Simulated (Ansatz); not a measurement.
# P: the cost of one run

Computed with Ansatz 0.2.0 (DFT PBE+D3(BJ), scalar-relativistic, plane waves, PAW, unless a step's input says otherwise).

4 further runs of the same task are left out: 2 that didn't finish, 2 set aside as unsound or not needed.

### 1 The starting structure

It takes space group Pm-3m (No. 221, cubic). Conventional cell: a = 2.407 Å, b = 2.407 Å, c = 2.407 Å, α = 90.00°, β = 90.00°, γ = 90.00°. P (site symmetry m-3m) has 6 P at 2.41 Å as nearest neighbours.

Structure file:

```
CELL_PARAMETERS angstrom
2.40726 0.00000 0.00000
0.00000 2.40726 0.00000
0.00000 0.00000 2.40737
ATOMIC_POSITIONS crystal
P 0.00000 0.00000 0.00000
```

This cell was relaxed beforehand with the same method: volume 13.95 Å³/atom, gap on the mesh none (metal).

### 2 Static run: bands, density of states and charges

input.yaml reads:

```yaml
crystal:
  lattice:
    - [2.4072602641, 0.0, 0.0]
    - [0.0, 2.4072602641, 0.0]
    - [0.0, 0.0, 2.407368609]
  atoms:
    - { symbol: P, position: [0.0, 0.0, 0.0] }
basis:
  ecutwfc: 420
kpoints:
  mp_grid: { grid: [18, 18, 18] }
  band_path:
    path:
      - [[0.0, 0.0, 0.0], [0.0, 0.4999925, 0.0], [0.4999925, 0.4999925, 0.0], [0.0, 0.0, 0.0], [0.4999925, 0.4999925, 0.500015], [0.0, 0.4999925, 0.0]]
      - [[0.4999925, 0.4999925, 0.500015], [0.4999925, 0.4999925, 0.0]]
    npoints: 14
hamiltonian:
  xc: pbe
  dispersion: d3bj
scf:
  occupations: { method: gaussian, width: 0.1 }
  n_extra_bands: 6
output:
  forces: true
  stress: true
  eigenvalues: true
  populations: true
  dos: { projected: true, de: 0.02, nscf_kmesh: { grid: [27, 27, 27] } }
  bader: true
  write_density: true
  write_potential: true
  elf: true
  volumetric_format: npy
```

On the command line:

```bash
ansatz run input.yaml --threads 1 --pin off --max-ram 2560MiB --backend cpu --events-out ev --progress --plain --runs-dir out
```

What time and memory should one allow on 1 thread of Arm Neoverse V1, shared host?

About 19 s, with a peak of 0.36 GiB.
